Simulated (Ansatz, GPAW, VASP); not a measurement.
**BN: 3 runs at one level of theory**

```xyz
2
Lattice="0.0000 1.8130 1.8130 1.8130 0.0000 1.8130 1.8130 1.8130 0.0000" Properties=species:S:1:pos:R:3 pbc="T T T"
N     0.9065    0.9065    0.9065
B     0.0000    0.0000    0.0000
```

The cell is a database's computed one, not the measured one.

Alike in all runs: task single point; functional PBE; k mesh 13 × 13 × 13; occupations gaussian, width 0.017 eV; no spin polarisation; no spin-orbit coupling. Pressure is positive in compression and, in plane waves, holds the error of the finite cutoff.

```csv
program and potentials,plane-wave cutoff (eV),notes,pressure (GPa)
"VASP, PBE PAW files B, N, 520 eV",520,-,-0.17
"Ansatz, all-electron LAPW, scalar-relativistic",-,-,-0.41
"GPAW, GPAW PAW data sets (gpaw-data 1.2.1)",800,-,-1.60
```

The pressure spans -1.60 (GPAW, GPAW PAW data sets (gpaw-data 1.2.1)) to -0.17 GPa (VASP, PBE PAW files B, N, 520 eV), with all-electron results at -0.41.

Differences between rows come from potentials, basis sets and numerical settings, since the functional is the same but for its coding. Runs on potential files found faulty are left out.

All three runs place this zincblende cell under slight tension, so each would contract a little if relaxed. Boron nitride in this form is among the stiffest solids known: short, strong, polar sp3 bonds form a three-dimensional network, and a minute change in bond length already produces a noticeable stress. Even the -1.60 GPa from GPAW therefore corresponds to a very small lattice strain, and the spread in pressure looks larger than the structural disagreement behind it. Symmetry fixes both atoms and makes the stress isotropic, leaving the cell volume as the only structural freedom.

The VASP value lies nearer to the all-electron result than the GPAW one does, and the extra tension in GPAW probably reflects its data sets or residual basis incompleteness, which the single run cannot separate. That VASP comes closest to zero is no sign of greater accuracy, since the database cell may well have been relaxed with similar settings. The small residual pressures say nothing about the stability of this phase relative to the layered hexagonal one.
